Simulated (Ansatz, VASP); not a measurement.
# One calculation of GaP2, two programs

```
Ga P
1.0
     0.00000    3.00060    3.00060
     3.00060    0.00000    3.00060
     3.00060    3.00060    0.00000
Ga P
1 2
Direct
  0.50000 0.50000 0.50000
  0.75000 0.75000 0.75000
  0.00000 0.00000 0.00000
```

Alike in both runs: functional PBE; k mesh 6 × 6 × 6; occupations gaussian, width 0.1 eV; no spin polarisation.

Ansatz relaxed the structure, and its values are those at the end. VASP's run is a single point on that final structure, the one shown.

|  | VASP | Ansatz |
| --- | --- | --- |
| version | VASP 6.6.1 | Ansatz 0.2.0 |
| potentials or method | VASP PAW PBE potentials, release 64 (Ga_d, P) | scalar-relativistic, plane waves, PAW |
| plane-wave cutoff (eV) | 520 | 420 |
| valence electrons in the cell | 23 | 23 |

Ansatz gave:

| Quantity | Value |
| --- | --- |
| gap on the k mesh at the Fermi level (eV) | none |
| pressure (GPa) | 0.0 |

**Question.** Which values does VASP return?

**Answer.** gap on the k mesh at the Fermi level (eV): none; pressure (GPa): -0.1.

A gap of «none» marks a metal or a gap that the smearing closes. With one functional, cell and mesh, what is left measures potentials, basis and numerics.
